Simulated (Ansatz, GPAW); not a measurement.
# Ballistic transport through a C6 chain between two Ru chains, from relaxation to T(E), part 4 of 4

Aim: the conductance of a C6 chain between two Ru chains after relaxation, and whether geometry, basis or functional moves it most.

GPAW 26.7.0 and Ansatz 0.2.0; Ansatz plane waves; relaxation of the junction with the lead ends held; PAW set soft_1 (the session's first sound run).

So far, transmission at the Fermi level (one spin): step 3 (plane waves, PBE) 1.50; step 5 (single-zeta polarised basis, PBE, GPAW) 1.45; step 6 (GPAW, sz: basis = "sz(dzp)", PBE, GPAW) 1.37; step 7 (RPBE in the dzp basis: xc = "RPBE") 1.55; step 8 (without the relaxation: geometry = "as built", PBE, GPAW) 1.81.

## Step 11: Smearing 0.05: width = 0.05

Smearing helps the SCF of a metal converge, but it blurs occupations at band edges near the Fermi level.

This step: GPAW LCAO, PAW setups; Landauer transmission from Green's functions with principal layers (ASE), zero bias (GPAW 26.7.0).

Input file run.py:

```python
import json
import numpy as np
from ase import Atoms
from ase.transport.calculators import TransportCalculator
from gpaw import GPAW, FermiDirac
from gpaw.lcao.tools import get_lcao_hamiltonian
from scipy.linalg import eigh

# The junction with lead layers at both ends, along the third cell vector
device = Atoms(
    ['Ru', 'Ru', 'Ru', 'Ru', 'Ru', 'Ru', 'Ru', 'Ru', 'C', 'C', 'C', 'C', 'C', 'C', 'Ru', 'Ru', 'Ru', 'Ru', 'Ru', 'Ru', 'Ru', 'Ru'],
    positions=[
        [4.50000, 4.50000, 1.12500],
        [4.50000, 4.50000, 3.37500],
        [4.50000, 4.50000, 5.62500],
        [4.50000, 4.50000, 7.87500],
        [4.50000, 4.50000, 10.12500],
        [4.50000, 4.50000, 12.37500],
        [4.57233, 3.73231, 14.54538],
        [4.50415, 4.62119, 16.52945],
        [4.54901, 4.23727, 18.52233],
        [4.55921, 4.18208, 19.80819],
        [4.56548, 4.17253, 21.15399],
        [4.56813, 4.17356, 22.43070],
        [4.57094, 4.18638, 23.77660],
        [4.55914, 4.24002, 25.06246],
        [4.43952, 4.60611, 27.05750],
        [4.75796, 3.77241, 29.04115],
        [4.50000, 4.50000, 31.21200],
        [4.50000, 4.50000, 33.46200],
        [4.50000, 4.50000, 35.71200],
        [4.50000, 4.50000, 37.96200],
        [4.50000, 4.50000, 40.21200],
        [4.50000, 4.50000, 42.46200]],
    cell=[[9.0, 0.0, 0.0], [0.0, 9.0, 0.0], [0.0, 0.0, 43.587]],
    pbc=True)

# One principal layer of the lead: the first 5 atoms of the device
lead = Atoms(
    ['Ru', 'Ru', 'Ru', 'Ru', 'Ru'],
    positions=[
        [4.50000, 4.50000, 1.12500],
        [4.50000, 4.50000, 3.37500],
        [4.50000, 4.50000, 5.62500],
        [4.50000, 4.50000, 7.87500],
        [4.50000, 4.50000, 10.12500]],
    cell=[[9.0, 0.0, 0.0], [0.0, 9.0, 0.0], [0.0, 0.0, 11.25]],
    pbc=True)

settings = dict(mode='lcao', basis='dzp', xc='PBE', h=0.2,
                occupations=FermiDirac(0.05), maxiter=250,
                mixer=dict(beta=0.1, nmaxold=8, weight=100.0),
                convergence=dict(density=0.0001))
energies = np.arange(-2, 2 + 1e-9, 0.025)
eta = 0.0001
n1, n2 = 1, 1
# k and -k transmit alike, so half of the mesh across the current serves
mesh = [(i, j) for i in range(n1) for j in range(n2) if (i, j) <= (-i % n1, -j % n2)]
weights = np.array([1 if (i, j) == (-i % n1, -j % n2) else 2 for i, j in mesh]) / (n1 * n2)

# [... helper functions left out ...]
fermi_lead = ground_state(lead, (1, 1, 10), 'lead.txt')
fermi_device = ground_state(device, (1, 1, 2), 'device.txt')
# [... loop over the mesh left out, but for ...]
        # Shift the lead onto the potential of the device's first layer
        shift = ((H[:, 0, 0] - H0[:, 0, 0]) / S0[0, 0]).real.mean()
# [...]
kT = 8.617333e-5 * 300
bias = [0.1, 0.2, 0.5, 1.0, 1.5, 2.0]
# [... integrals and printing left out ...]
```

On the command line:

```sh
> OMP_NUM_THREADS=1 OPENBLAS_NUM_THREADS=1 python run.py
```

Log:

```text
basis functions: device 542, principal layer 145
Fermi level: lead -3.4245 eV, device -3.6042 eV; lead shifted by 0.0071 eV
largest coupling past the next layer 2.00e-05 eV, largest misfit of the first layer 0.079 eV
  E-E_F (eV)   T (one spin)  [channel counts left out]
    -2.000    1.5406e-01
    -1.975    1.5962e-01
    -1.950    1.6627e-01
    -1.925    1.7409e-01
    -1.900    1.8319e-01
    -1.875    1.9369e-01
    -1.850    2.0573e-01
    -1.825    2.1951e-01
    -1.800    2.3522e-01
    -1.775    2.5311e-01
    -1.750    2.7348e-01
    -1.725    2.9668e-01
    -1.700    3.2316e-01
    -1.675    3.5349e-01
    -1.650    3.8842e-01
    -1.625    4.2895e-01
[...]
1.825    7.5441e-02
     1.850    7.5321e-02
     1.875    7.5277e-02
     1.900    7.5227e-02
     1.925    7.5051e-02
     1.950    7.4586e-02
     1.975    7.3607e-02
     2.000    7.1807e-02
conductance at 300 K: 1.5805 G0 a cell; thermopower 9.102 uV/K
current from the zero-bias T(E) at 0.1 V: 12.19 uA
current from the zero-bias T(E) at 0.2 V: 24.055 uA
current from the zero-bias T(E) at 0.5 V: 55.783 uA
current from the zero-bias T(E) at 1.0 V: 103.19 uA
current from the zero-bias T(E) at 1.5 V: 143.27 uA
current from the zero-bias T(E) at 2.0 V: 175.03 uA
```

The job ended after 6.9 min (1 thread of Arm Neoverse V2, shared host; peak memory 1.6 GiB).

This step gave:

```yaml
conductance: 1.580 G₀
largest_misfit_of_the_first_principal_layer: 0.07861 eV
shift_that_aligns_the_lead: 0.007138 eV
transmission_at_the_fermi_level_one_spin: 1.601
```

One spin. Table of transmission, zone mean by energy, zero at the Fermi level:

```tsv
energy (eV)	transmission, zone mean
-2.000	0.154
-1.900	0.183
-1.800	0.235
-1.700	0.323
-1.600	0.476
-1.500	0.789
-1.400	1.48
-1.300	1.67
-1.200	1.74
-1.150	1.76
-1.100	1.70
-1.000	1.41
-0.900	1.17
-0.800	1.02
-0.700	0.926
-0.600	0.894
-0.500	0.929
-0.400	1.08
-0.300	1.49
-0.200	1.80
-0.100	1.72
0.000	1.60
0.100	1.31
0.200	0.757
0.300	1.04
0.400	1.32
0.500	1.48
0.600	1.28
0.700	0.898
0.800	0.606
0.900	0.419
1.000	0.300
1.100	0.222
1.200	0.169
1.300	0.133
1.400	0.108
1.500	0.0927
1.600	0.0835
1.700	0.0788
1.800	0.0757
1.900	0.0752
2.000	0.0718
```

Not self-consistent under bias; the bias window is split evenly. The current through one cell, from the zero-bias transmission by bias:

```tsv
bias (V)	current through one cell, from the zero-bias transmission (μA)
0.100	12.2
0.200	24.1
0.500	55.8
1.000	103
1.500	143
2.000	175
```

Table of transmission of the three most open eigenchannels by energy, zero at the Fermi level:

```tsv
energy (eV)	channel 1	channel 2	channel 3
-2.000	0.116	0.0374	1.9e-4
-1.800	0.183	0.0524	1.8e-4
-1.600	0.338	0.139	1.2e-4
-1.400	0.852	0.626	4.4e-5
-1.200	0.969	0.769	9.7e-6
-1.000	0.783	0.626	1.2e-5
-0.800	0.799	0.222	8.4e-6
-0.600	0.744	0.150	4.7e-6
-0.400	0.759	0.323	2.8e-6
-0.200	0.993	0.806	3.1e-6
0.000	0.989	0.612	1.1e-5
0.200	0.560	0.197	6.6e-6
0.400	0.966	0.353	4.8e-5
0.600	0.671	0.605	2.8e-5
0.800	0.389	0.217	1.3e-5
1.000	0.208	0.0917	6.7e-6
1.200	0.112	0.0563	3.7e-6
1.400	0.0636	0.0449	1.9e-6
1.600	0.0443	0.0392	5.9e-7
1.800	0.0517	0.0240	1.9e-9
2.000	0.0551	0.0167	5.5e-8
```

The conductance, 1.58 G₀, lies 2.5 % above that of the dzp run.

## Step 12: What came out

| Item | Value |
| --- | --- |
| conductance | 1.54 G₀ |
| transmission at the Fermi level, mean of the spins | 1.56 |
| thermopower | 10.6 μV/K |

In words: In the dzp basis the junction conducts 1.54 G₀ at 300 K, with T = 1.56 a spin at the Fermi level; the szp basis reaches that conductance within 10 %. Relaxation moved atoms by up to 0.78 Å and took the conductance from 1.81 to 1.54 G₀, as a ratio about as much as the step from dzp to the minimal basis. Plane waves (PBE) give T = 1.50 there. At the Fermi level two eigenchannels carry the current (1.00 and 0.56). The positive thermopower says that the thermally weighted transmission is larger below the Fermi level, as for hole-like transport. Measured against the first run (pw-pbe), the nearest curve is that of dzp-RPBE (r.m.s. 0.091) and the farthest that of asbuilt (0.85). Over the compared runs wall time goes from 167 s (sz) to 428 s (dzp-RPBE), on a shared host; the plane-wave run used 4 threads and the orbital runs 1. The leads kept an estimated spacing and the cell its length, so the junction may be under some tension or compression. The run had no spin polarisation, so a magnetic state, which chains and small molecules with open shells often have, wasn't tested. An evenly spaced straight chain is an idealisation: free chains tend to dimerise, zigzag or, where a band edge lies near the Fermi level, turn magnetic. The currents use the zero-bias T(E) throughout, which holds only while the bias is small against the distance to the nearest feature.

[Logs are printed without paths, hosts, clocks, repeated set-up lines and the standing remarks that a program may print on its own settings, such as how far it seeks lower states.]

[Hosts, paths, dates, database ids (printed as entryN), source tags and the programs' standing remarks are cut or masked in the printed files.]
